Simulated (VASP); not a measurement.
# Cu (Fm-3m) in VASP: notebook

Runs on Cu. Level: PBE. Tasks: density of states, optical spectrum.

All numbers are computed with VASP 6.6.1; they aren't measurements. Logs are shortened: lines on timing, memory, paths and dates and some standing lists are left out, and cuts for length are marked.

### Step 1. The structure

It takes space group Fm-3m (No. 225, cubic). Conventional cell: a = 3.615 Å, b = 3.615 Å, c = 3.615 Å, α = 90.00°, β = 90.00°, γ = 90.00°. Cu (site symmetry m-3m) is surrounded by 12 Cu at 2.56 Å.

### Step 2. Density of states, PBE

Input file POSCAR:

```
Cu
1.0
    0.0000000000      1.8075000000      1.8075000000
    1.8075000000      0.0000000000      1.8075000000
    1.8075000000      1.8075000000      0.0000000000
Cu
1
Direct
    0.0000000000      0.0000000000      0.0000000000
```

Input file INCAR.step1:

```
SYSTEM = Cu
PREC = Accurate ; ENCUT = 520
EDIFF = 1E-7 ; ISMEAR = 0
SIGMA = 0.1 ; LREAL = .FALSE.
LASPH = .TRUE. ; NELM = 100
ALGO = Normal ; ISIF = 2
LWAVE = .FALSE. ; LCHARG = .TRUE.
LMAXMIX = 4 ; GGA = PE
NBANDS = 12
```

Input file KPOINTS.step1:

```
Automatic mesh
0
G
  20 20 20
  0 0 0
```

Input file INCAR.step2:

```
SYSTEM = Cu
PREC = Accurate ; ENCUT = 520
EDIFF = 1E-7 ; ISMEAR = -5
SIGMA = 0.1 ; LREAL = .FALSE.
LASPH = .TRUE. ; NELM = 100
ALGO = Normal ; ISIF = 2
LWAVE = .FALSE. ; LCHARG = .FALSE.
LMAXMIX = 4 ; GGA = PE
LORBIT = 10 ; NBANDS = 12
NEDOS = 2001 ; ICHARG = 11
```

Input file KPOINTS.step2:

```
Automatic mesh
0
G
  30 30 30
  0 0 0
```

Potentials or basis: VASP PAW PBE potentials, release 64 (Cu).

On the command line:

```sh
> cat potpaw_PBE.64/Cu/POTCAR > POTCAR
> cp INCAR.step1 INCAR
> cp KPOINTS.step1 KPOINTS
> mpirun -np 1 vasp_std > vasp.out
> cp INCAR.step2 INCAR
> cp KPOINTS.step2 KPOINTS
> mpirun -np 1 vasp_std > vasp.out
```

OUTCAR:

```text
SYSTEM = Cu
   PREC = Accurate
   ENCUT = 520
   EDIFF = 1E-7
   ISMEAR = -5
   LREAL = .FALSE.
   LASPH = .TRUE.
   NELM = 100
   ISIF = 2
   GGA = PE
   LORBIT = 10
   ICHARG = 11

 ion  position               nearest neighbor table
   1  0.000  0.000  0.000-

  LATTYP: Found a face centered cubic cell.
 ALAT       =     3.6150000000

  Lattice vectors:

 A1 = (   0.0000000000,   1.8075000000,   1.8075000000)
 A2 = (   1.8075000000,   0.0000000000,   1.8075000000)
 A3 = (   1.8075000000,   1.8075000000,   0.0000000000)

Analysis of symmetry for initial positions (statically):
=====================================================================
 Subroutine PRICEL returns:
 Original cell was already a primitive cell.

 Routine SETGRP: Setting up the symmetry group for a
 face centered cubic supercell.

 Subroutine GETGRP returns: Found 48 space group operations
 (whereof 48 operations were pure point group operations)
 out of a pool of 48 trial point group operations.

The static configuration has the point symmetry O_h .

Analysis of symmetry for dynamics (positions and initial velocities):
=====================================================================
 Subroutine PRICEL returns:
 Original cell was already a primitive cell.

 Routine SETGRP: Setting up the symmetry group for a
 face centered cubic supercell.

 Subroutine GETGRP returns: Found 48 space group operations
 (whereof 48 operations were pure point group operations)
 out of a pool of 48 trial point group operations.

The dynamic configuration has the point symmetry O_h .

 Subroutine INISYM returns: Found 48 space group operations
 (whereof 48 operations are pure point group operations),
 and found     1 'primitive' translations

----------------------------------------------------------------------------------------

                                     Primitive cell

  volume of cell :      11.8104

  direct lattice vectors                    reciprocal lattice vectors
     0.000000000  1.807500000  1.807500000    -0.276625173  0.276625173  0.276625173
     1.807500000  0.000000000  1.807500000     0.276625173 -0.276625173  0.276625173
     1.807500000  1.807500000  0.000000000     0.276625173  0.276625173 -0.276625173

  length of vectors
     2.556191014  2.556191014  2.556191014     0.479128854  0.479128854  0.479128854

  position of ions in fractional coordinates (direct lattice)
     0.000000000  0.000000000  0.000000000

  ion indices of the primitive-cell ions
   primitive index   ion index
                 1           1

----------------------------------------------------------------------------------------

 KPOINTS: Automatic mesh

Automatic generation of k-mesh.
 Grid dimensions read from file:
 generate k-points for:   30   30   30

 Generating k-lattice:

  Cartesian coordinates                     Fractional coordinates (reciprocal lattice)
    -0.009220839  0.009220839  0.009220839     0.033333333  0.000000000  0.000000000
     0.009220839 -0.009220839  0.009220839     0.000000000  0.033333333  0.000000000
     0.009220839  0.009220839 -0.009220839     0.000000000  0.000000000  0.033333333

  Length of vectors
     0.015970962  0.015970962  0.015970962

  Shift w.r.t. Gamma in fractional coordinates (k-lattice)
     0.000000000  0.000000000  0.000000000

 TETIRR: Found   3593 inequivalent tetrahedra from   162000

 Subroutine IBZKPT returns following result:
 ===========================================

 Found    752 irreducible k-points:

 Following reciprocal coordinates:
            Coordinates               Weight
  0.000000  0.000000  0.000000      1.000000
  0.033333  0.000000  0.000000      8.000000
  0.066667  0.000000  0.000000      8.000000
  0.100000  0.000000  0.000000      8.000000
  0.133333  0.000000  0.000000      8.000000
  0.166667  0.000000  0.000000      8.000000
[... 16 lines left out ...]
  0.233333  0.033333  0.000000     24.000000
  0.266667  0.033333  0.000000     24.000000
 [... further k-points ...]
   k-points           NKPTS =    752   k-points in BZ     NKDIM =    752   number of bands    NBANDS=     12
   number of dos      NEDOS =   2001   number of ions     NIONS =      1
   total plane-waves  NPLWV =   8000
   dimension x,y,z NGX =    20 NGY =   20 NGZ =   20
   dimension x,y,z NGXF=    40 NGYF=   40 NGZF=   40
   ions per type =               1
   NGX,Y,Z   is equivalent  to a cutoff of  13.01, 13.01, 13.01 a.u.
   NGXF,Y,Z  is equivalent  to a cutoff of  26.01, 26.01, 26.01 a.u.
 SYSTEM =  Cu
   PREC   = accura    normal or accurate (medium, high low for compatibility)
   ISTART =      0    job   : 0-new  1-cont  2-samecut
   ICHARG =     11    charge: 1-file 2-atom 10-const
   ISPIN  =      1    spin polarized calculation?
   LNONCOLLINEAR =      F non collinear calculations
   LSORBIT =      F    spin-orbit coupling
   LASPH  =      T    aspherical Exc in radial PAW
   ENCUT  =  520.0 eV  38.22 Ry    6.18 a.u.   4.75  4.75  4.75*2*pi/ulx,y,z
   NELM   =    100;   NELMIN=  2; NELMDL=  0     # of ELM steps
   EDIFF  = 0.1E-06   stopping-criterion for ELM
   LREAL  =      F    real-space projection
   EDIFFG = 0.1E-05   stopping-criterion for IOM
   NSW    =      0    number of steps for IOM
   IBRION =     -1    ionic relax: 0-MD 1-quasi-New 2-CG
   NFREE  =      0    steps in history (QN), initial steepest desc. (CG)
   ISIF   =      2    stress and relaxation
   ISYM   =      2    0-nonsym 1-usesym 2-fastsym
   POTIM  = 0.5000    time-step for ionic-motion
   TEBEG  =    0.0;   TEEND  =   0.0 temperature during run
   PSTRESS=    0.0 pullay stress
   NELECT =      11.0000    total number of electrons
   NUPDOWN=      -1.0000    fix difference up-down
   EMIN   =  10.00;   EMAX   =-10.00  energy-range for DOS
   EFERMI =   0.00;   METHOD = LEGACY
   ISMEAR =    -5;   SIGMA  =   0.10  broadening in eV -4-tet -1-fermi 0-gaus
   EFERMI_NEDOS =   21; number of points for ismear=-14 and -15
   IALGO  =     38    algorithm
   IMIX   =      4    mixing-type and parameters
     AMIX     =   0.40;   BMIX     =  1.00
     AMIX_MAG =   1.60;   BMIX_MAG =  1.00
  volume/ion in A,a.u.               =      11.81        79.70
  Fermi-wavevector in a.u.,A,eV,Ry     =   1.598763  3.021224 34.777078  2.556043
  Thomas-Fermi vector in A             =   2.696162
   LORBIT       =     10    0 simple, 1 ext, 2 COOP (PROOUT), +10 PAW based schemes
   GGA     = PE    functional components
   LHFCALC =     F    Hartree Fock is set to
   AEXX    =    0.0000 exact exchange contribution
   IVDW    =     0    specifies the selected vdW correction
   LEPSILON=     F    determine dielectric tensor
   LRPA    =     F    only Hartree local field effects (RPA)
 non-spin polarized calculation
 Fermi weights with tetrahedron method with Bloechl corrections
  energy-cutoff  :      520.00
  volume of cell :       11.81
 maximum number of plane-waves:       332

 number of electron      11.0000001 magnetization

 Free energy of the ion-electron system (eV)
  ---------------------------------------------------
  ext. energy  EPLUGINS =         0.00000000
  ---------------------------------------------------
  free energy    TOTEN  =        -3.72641615 eV

  energy without entropy =       -3.72641615  energy(sigma->0) =       -3.72641615

 E-fermi :   7.6145     XC(G=0): -12.7256

 val. band max:        7.5941409524   @ k =   0.5000   0.2667   0.1000
 cond. band min:       7.6205701512   @ k =   0.5000   0.3333   0.1333
 fundamental gap:      0.0264291989
 Fermi energy:         7.6144594653

 k-point     1 :       0.0000    0.0000    0.0000
  band No.  band energies     occupation
      1      -1.7657      2.00000
      2       4.5600      2.00000
      3       4.5600      2.00000
      4       4.5600      2.00000
      5       5.3821      2.00000
      6       5.3821      2.00000
      7      30.1797      0.00000
      8      32.8241      0.00000
      9      32.8241      0.00000
     10      32.8241      0.00000
     11      35.3161      0.00000
     12      35.3161      0.00000

 k-point     2 :       0.0333    0.0000    0.0000
  band No.  band energies     occupation
      1      -1.7251      2.00000
      2       4.5512      2.00000
      3       4.5679      2.00000
      4       4.5679      2.00000
      5       5.3789      2.00000
      6       5.3789      2.00000
      7      29.9951      0.00000
      8      32.0832      0.00000
      9      32.6757      0.00000
     10      32.6758      0.00000
     11      35.5225      0.00000
     12      35.5225      0.00000

 k-point     3 :       0.0667    0.0000    0.0000
  band No.  band energies     occupation
      1      -1.6038      2.00000
      2       4.5259      2.00000
      3       4.5904      2.00000
      4       4.5904      2.00000
      5       5.3702      2.00000
      6       5.3702      2.00000
      7      29.1606      0.00000
      8      31.2494      0.00000
      9      32.3311      0.00000
     10      32.3311      0.00000
     11      36.0367      0.00000
     12      36.0368      0.00000
[... 286 lines left out ...]
 k-point    23 :       0.2333    0.0333    0.0000
  band No.  band energies     occupation
      1      -0.0215      2.00000
      2       4.3003      2.00000
      3       4.7280      2.00000
      4       4.7347      2.00000
      5       5.3577      2.00000
      6       5.4711      2.00000
      7      21.4281      0.00000
      8      29.5715      0.00000
      9      29.7462      0.00000
     10      32.1870      0.00000
     11      35.1919      0.00000
     12      37.6305      0.00000

 k-point    24 :       0.2667    0.0333    0.0000
  band No.  band energies     occupation
      1       0.4735      2.00000
      2       4.2907      2.00000
      3       4.7117      2.00000
      4       4.7249      2.00000
      5       5.4303      2.00000
      6       5.5375      2.00000
      7      19.7913      0.00000
      8      29.3146      0.00000
      9      29.5146      0.00000
     10      31.8281      0.00000
     11      34.6952      0.00000
     12      36.8659      0.00000

 [... further k-points ...]

------------------------ aborting loop because EDIFF is reached ----------------------------------------

  FORCE on cell =-STRESS in cart. coord.  units (eV):
  Direction    XX          YY          ZZ          XY          YZ          ZX
  --------------------------------------------------------------------------------------
  -------------------------------------------------------------------------------------
  Total        0.0598509      0.0598509      0.0598509      0.0000000     -0.0000000      0.0000000
  in kB        8.1192578      8.1192578      8.1192578      0.0000000     -0.0000000      0.0000000
  external PRESSURE =       8.1192578 kB  Pullay stress =       0.0000000 kB

 VOLUME and BASIS-vectors are now :
 -----------------------------------------------------------------------------
  energy-cutoff  :      520.00
  volume of cell :       11.81
      direct lattice vectors                 reciprocal lattice vectors
     0.000000000  1.807500000  1.807500000    -0.276625173  0.276625173  0.276625173
     1.807500000  0.000000000  1.807500000     0.276625173 -0.276625173  0.276625173
     1.807500000  1.807500000  0.000000000     0.276625173  0.276625173 -0.276625173

 POSITION                                       TOTAL-FORCE (eV/Angst)
 -----------------------------------------------------------------------------------
      0.00000      0.00000      0.00000         0.000000      0.000000     -0.000000
 -----------------------------------------------------------------------------------
    total drift:                                0.000000     -0.000000      0.000000

  FREE ENERGIE OF THE ION-ELECTRON SYSTEM (eV)
  ---------------------------------------------------
  free  energy   TOTEN  =        -3.7264161505 eV

  energy  without entropy=       -3.7264161505  energy(sigma->0) =       -3.72641615

 total charge

# of ion       s       p       d       tot
------------------------------------------
    1        0.447   0.382   9.172  10.002
```

Run time: 53 s. Hardware: 1 thread of Intel Xeon 6975P-C (Granite Rapids), shared host; peak memory 0.21 GiB.

Results:

```
Valence electrons inside the program's atomic spheres : Cu 10.00
```

States per cell in windows of 1 eV (zero at the Fermi level; states under -8 eV left out):
```tsv
from (eV)	total	Cu1_d	Cu1_p	Cu1_s
-8.0	0.12	0.00	0.01	0.06
-7.0	0.18	0.02	0.02	0.07
-6.0	0.38	0.13	0.04	0.10
-5.0	1.62	1.21	0.07	0.10
-4.0	2.74	2.38	0.10	0.01
-3.0	3.40	3.18	0.06	0.02
-2.0	2.22	2.13	0.03	0.02
-1.0	0.33	0.19	0.05	0.03
0.0	0.28	0.12	0.07	0.03
1.0	0.26	0.08	0.08	0.02
2.0	0.21	0.06	0.07	0.02
3.0	0.18	0.05	0.06	0.02
4.0	0.29	0.08	0.06	0.07
5.0	0.27	0.06	0.07	0.06
6.0	0.24	0.05	0.07	0.04
7.0	0.30	0.07	0.08	0.06
```

Caveat: tetrahedron occupations give inexact forces and stress in metals.

### Step 3. Optical spectrum, PBE

Input file INCAR:

```
SYSTEM = Cu
PREC     = Accurate       ! precision mode
ENCUT    = 520            ! plane-wave cutoff, eV
EDIFF    = 1E-7           ! SCF threshold, eV
ISMEAR   = 0              ! smearing method
SIGMA    = 0.1            ! smearing width, eV
LREAL    = .False.        ! projectors in reciprocal space
LASPH    = .True.         ! aspherical terms in the spheres
NELM     = 100            ! most SCF steps
ALGO     = Normal         ! electronic algorithm
ISIF     = 2              ! what is computed and relaxed
LWAVE    = .False.        ! write WAVECAR
LCHARG   = .False.        ! write CHGCAR
GGA      = PE             ! functional
LOPTICS  = .True.         ! frequency-dependent dielectric function
NBANDS   = 54             ! bands
NEDOS    = 2000           ! points of the DOS
CSHIFT   = 0.1
```

Input file KPOINTS:

```
Automatic mesh
0
Gamma
  30 30 30
  0 0 0
```

POSCAR is that of step 2.

Potentials or basis: VASP PAW PBE potentials, release 64 (Cu).

On the command line:

```sh
> cat potpaw_PBE.64/Cu/POTCAR > POTCAR
> mpirun -np 1 vasp_std > vasp.out
```

OUTCAR:

```text
SYSTEM = Cu
   PREC = Accurate
   ENCUT = 520
   EDIFF = 1E-7
   ISMEAR = 0
   LREAL = .False.
   LASPH = .True.
   NELM = 100
   ISIF = 2
   GGA = PE

 ion  position               nearest neighbor table
   1  0.000  0.000  0.000-

  LATTYP: Found a face centered cubic cell.
[... 818 lines left out ...]
     3.55984     4.16460     4.16460     4.16460     0.00000     0.00000    -0.00000
     5.33976     0.26566     0.26566     0.26566     0.00000    -0.00000     0.00000
     7.11967     0.94050     0.94050     0.94050    -0.00000     0.00000    -0.00000
     8.89959     0.54824     0.54824     0.54824     0.00000     0.00000    -0.00000
[... 92 lines left out ...]
   174.43201     0.96227     0.96227     0.96227     0.00000     0.00000    -0.00000
   176.21192     0.96320     0.96320     0.96320     0.00000     0.00000    -0.00000

  frequency dependent IMAGINARY DIELECTRIC FUNCTION (independent particle, no local field effects) current-current
     E(ev)      X         Y         Z        XY        YZ        ZX
  --------------------------------------------------------------------------------------------------------------
     0.00000    16.65252    16.65252    16.65252    -0.00000    -0.00000    -0.00000
     1.77992     6.75706     6.75706     6.75706    -0.00000    -0.00000     0.00000
     3.55984     5.94035     5.94035     5.94035    -0.00000    -0.00000     0.00000
     5.33976     5.02533     5.02533     5.02533    -0.00000    -0.00000    -0.00000
     7.11967     3.08500     3.08500     3.08500     0.00000     0.00000    -0.00000
     8.89959     2.22651     2.22651     2.22651     0.00000     0.00000     0.00000
[... 92 lines left out ...]
   174.43201     0.00001     0.00001     0.00001     0.00000     0.00000     0.00000
   176.21192     0.00001     0.00001     0.00001     0.00000     0.00000     0.00000

  frequency dependent      REAL DIELECTRIC FUNCTION (independent particle, no local field effects) current-current
     E(ev)        X           Y           Z          XY          YZ          ZX
  --------------------------------------------------------------------------------------------------------------
     0.00000     8.37117     8.37117     8.37117    -0.00000    -0.00000    -0.00000
     1.77992    11.61665    11.61665    11.61665     0.00000     0.00000    -0.00000
     3.55984     3.84309     3.84309     3.84309    -0.00000     0.00000    -0.00000
     5.33976     0.07837     0.07837     0.07837    -0.00000    -0.00000     0.00000
     7.11967     0.85325     0.85325     0.85325     0.00000    -0.00000     0.00000
     8.89959     0.49817     0.49817     0.49817    -0.00000    -0.00000     0.00000
[... 92 lines left out ...]
   174.43201     0.96227     0.96227     0.96227     0.00000    -0.00000     0.00000
   176.21192     0.96320     0.96320     0.96320     0.00000    -0.00000     0.00000
```

stdout:

```text
POSCAR found type information on POSCAR Cu
 POSCAR found :  1 types and       1 ions
 scaLAPACK will be used
 LDA part: xc-table for (Slater+PW92), standard interpolation
 POSCAR, INCAR and KPOINTS ok, starting setup
 FFT: planning ... GRIDC
 FFT: planning ... GRID_SOFT
 FFT: planning ... GRID
 WAVECAR not read
 entering main loop
 optical routines
 imaginary and real dielectric function
 recalculating local potential from charge density
 direction            1
 direction            2
 direction            3
```

It took 3.8 min on 1 thread of Intel Xeon 6975P-C (Granite Rapids), shared host; peak memory 0.51 GiB.

Results:

- Free energy: -3.7275 eV
- Pressure: 2.3 GPa
- Band gap on the k mesh: none (metal or under the smearing width)

Dielectric function (mean over the directions given):
| energy (eV) | real part | imaginary part |
| --- | --- | --- |
| 0.27 | 8.44 | 0.04 |
| 0.71 | 8.83 | 0.14 |
| 1.25 | 10.24 | 0.50 |
| 1.78 | 12.28 | 5.41 |
| 2.22 | 7.91 | 7.33 |
| 2.76 | 6.12 | 6.67 |
| 3.29 | 4.41 | 6.26 |
| 3.74 | 4.21 | 5.70 |
| 4.27 | 3.12 | 6.23 |
| 4.81 | 2.01 | 7.52 |
| 5.25 | 0.32 | 5.49 |
| 5.78 | 0.33 | 4.25 |
| 6.32 | 0.82 | 3.36 |
| 6.76 | 0.66 | 3.15 |
| 7.30 | 0.74 | 3.08 |
| 7.83 | 0.51 | 2.59 |
| 8.28 | 0.63 | 2.50 |
| 8.81 | 0.61 | 2.35 |
| 9.34 | 0.69 | 2.08 |
| 9.79 | 0.64 | 1.82 |
| 10.32 | 0.98 | 1.73 |
| 10.86 | 0.92 | 1.70 |
| 11.30 | 0.97 | 1.63 |
| 11.84 | 1.03 | 1.68 |
| 12.37 | 1.02 | 1.70 |
| 12.82 | 0.93 | 1.75 |
| 13.35 | 0.83 | 1.67 |
| 13.88 | 0.81 | 1.67 |
| 14.33 | 0.78 | 1.59 |
| 14.86 | 0.67 | 1.70 |
| 15.40 | 0.49 | 1.48 |
| 15.84 | 0.47 | 1.34 |
| 16.38 | 0.38 | 1.30 |
| 16.91 | 0.50 | 1.18 |
| 17.35 | 0.48 | 1.10 |
| 17.89 | 0.41 | 1.01 |
| 18.42 | 0.54 | 0.95 |
| 18.87 | 0.47 | 0.82 |
| 19.40 | 0.59 | 0.80 |
| 19.94 | 0.63 | 0.68 |

Caveat: independent-particle spectra lack excitons; the intraband (Drude) part of a metal's response may be missing.
